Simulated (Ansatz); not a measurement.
This log comes from Ansatz, run on a 3-atom cell of Mg2Si (Fm-3m) from a materials database. The geometry is the r2SCAN minimum.

The cell given to it:
```xyz
3
Lattice="0.0000 3.1690 3.1690 3.1690 0.0000 3.1690 3.1690 3.1690 0.0000" Properties=species:S:1:pos:R:3 pbc="T T T"
Mg    1.5845    1.5845    1.5845
Mg    4.7535    4.7535    4.7535
Si    0.0000    0.0000    0.0000
```

The log, with set-up remarks and timings taken out:
```
Pseudopotential: Mg, paw, valence charge 10, recommended cutoff 420 eV
Pseudopotential: Si, paw, valence charge 4, recommended cutoff 420 eV
Crystal: 3 atoms, lattice volume = 63.648 Å³
Basis set: ecut = 420 eV, 1243 PW (Γ)
Bands: 16, of which v1, the nominal top of the filled ones, is band 12 counted from 1 (11 counted from 0)
Symmetry: 48 space group operations
Space group: Fm-3m (ITA 225)
k-points: 16 of 216
SCF 1 converged in 6 iterations: F = -4483.870122 eV  dr2 = 1.56e-10
SCF converged after 6 iterations
Free energy (F): -4483.870122 eV
Fermi energy:    5.944371 eV
--- Per-component energies (eV) ---
  E_band       = -702.575954
  E_kinetic    = 190.889691
  E_local      = -3395.047175
  E_nonlocal   = 216.910695
  E_hartree    = 1232.102516
  E_xc         = -112.826475
  E_vxc        = -121.145909
  E_paw        = -1097.553587
  E_vpaw       = -58.388463
  E_ewald      = -1518.345787
--- G₀W₀: ω_p = 22.8019 eV, 216 q-points, 471 empty bands' worth ---
    ik  band        ε_KS         Σx   Σc(E_QP)       V_xc       Z   E_QP_lin       E_QP  E_QP is
     0    11      5.9444   -12.3786     0.4891   -11.3434  0.7497     5.3961     5.3982  root
     0    12      5.9444   -12.3786     0.4891   -11.3434  0.7497     5.3961     5.3982  root
     0    13      7.8583    -7.1923    -4.0433   -11.1589  0.7613     7.7817     7.7816  root
     0    14      8.5221    -5.9267    -3.9640    -9.8572  0.7597     8.4887     8.4887  root
     1    11      5.6977   -12.3674     0.5769   -11.2463  0.7489     5.1513     5.1535  root
     1    12      5.6977   -12.3674     0.5769   -11.2463  0.7489     5.1513     5.1535  root
     1    13      7.8943    -6.6673    -3.9234   -10.5468  0.7610     7.8505     7.8505  root
     1    14      8.9260    -5.8427    -4.1293    -9.9343  0.7569     8.8882     8.8882  root
     2    11      5.3663   -12.5299     0.7602   -11.2157  0.7470     4.8097     4.8122  root
     2    12      5.3663   -12.5299     0.7602   -11.2157  0.7470     4.8097     4.8122  root
     2    13      7.4119    -6.9431    -3.7941   -10.7015  0.7626     7.3763     7.3763  root
     2    14      8.7660    -5.1968    -4.1310    -9.2600  0.7585     8.6984     8.6982  root
     3    11      5.2435   -12.6265     0.8361   -11.2305  0.7461     4.6811     4.6837  root
     3    12      5.2435   -12.6265     0.8361   -11.2305  0.7461     4.6811     4.6837  root
     3    13      7.2305    -7.0705    -3.7472   -10.7841  0.7629     7.1969     7.1969  root
     3    14      8.5007    -5.0764    -4.0551    -9.0540  0.7611     8.4232     8.4232  root
     6    11      4.0072   -12.5947     1.2824   -10.7585  0.7395     3.4497     3.4534  root
     6    12      4.8024   -12.5368     1.0172   -10.9506  0.7442     4.2306     4.2334  root
     6    13      7.4250    -5.6219    -3.7622    -9.2863  0.7654     7.3273     7.3272  root
     6    14      9.0649    -6.3140    -4.2664   -10.5211  0.7537     9.0057     9.0056  root
     8    11      4.2759   -12.3047     1.1609   -10.5911  0.7438     3.7192     3.7232  root
     8    12      5.6692   -12.5133     0.5993   -11.3693  0.7483     5.1223     5.1245  root
     8    13      8.4383    -6.1958    -4.0970   -10.2547  0.7566     8.4002     8.4002  root
     8    14      9.1560    -6.6427    -4.2415   -10.8560  0.7508     9.1279     9.1279  root
     9    11      4.3114   -12.6143     1.2801   -10.7464  0.7421     3.7198     3.7236  root
     9    12      4.3114   -12.6143     1.2801   -10.7464  0.7421     3.7198     3.7236  root
     9    13      6.7361    -6.4287    -3.5116    -9.8940  0.7654     6.6898     6.6898  root
     9    14      6.8578    -4.8043    -3.6067    -8.2276  0.7701     6.6747     6.6744  root
    10    11      3.2367   -12.5135     1.7025   -10.2279  0.7336     2.6492     2.6536  root
    10    12      4.2193   -12.6694     1.3270   -10.7516  0.7401     3.6256     3.6285  root
    10    13      6.5562    -5.5046    -3.4930    -8.8620  0.7690     6.4209     6.4207  root
    10    14      7.8461    -5.9300    -3.8786    -9.7087  0.7603     7.7463     7.7462  root
    12    11      3.9977   -12.7486     1.4469   -10.7032  0.7387     3.3950     3.3992  root
    12    12      3.9977   -12.7486     1.4469   -10.7032  0.7387     3.3950     3.3992  root
    12    13      6.1401    -4.9673    -3.3709    -8.1354  0.7722     5.9377     5.9373  root
    12    14      6.3646    -6.4890    -3.4193    -9.8556  0.7661     6.3120     6.3119  root
```

The points are ik 0 = (0, 0, 0) (Γ), ik 1 = (0, 0, 1/6), ik 2 = (0, 0, 1/3), ik 3 = (0, 0, -1/2), ik 6 = (0, 1/6, -1/2), ik 8 = (0, 1/6, -1/6), ik 9 = (0, 1/3, 1/3), ik 10 = (0, 1/3, -1/2), ik 12 = (0, -1/2, -1/2); band 12 is the last filled one.

Problem. What input produced it? Give the YAML.

Solution.
```yaml
crystal:
  # lattice and atoms as above
kpoints:
  mp_grid: { grid: [6, 6, 6] }
hamiltonian:
  xc: pbe
scf:
  occupations: { method: fixed }
gw:
  n_empty_bands: 471
  ecut_chi: 220
  qp_bands: [v2, c2]
  qp_kpoints: band_edges
  screening: { model: godby_needs }
```
There is no exchange loop, so no exact exchange. The quasiparticle table needs the gw block. The lines shown narrow the functional down without fixing it; this is the one that was run. This is the file that was run; thresholds and some counts can't be read off the log exactly.

It took 25 s on 1 × NVIDIA H100 80GB HBM3 with 4 threads of AMD EPYC 7R13 Processor (Zen 3) (shared host), load about 2.2 per core; peak host memory 4.7 GiB.

The values are computed, spin-unpolarised, and not measurements.

For so narrow a gap this mesh doesn't settle the screening, and the bands and cutoff are finite.
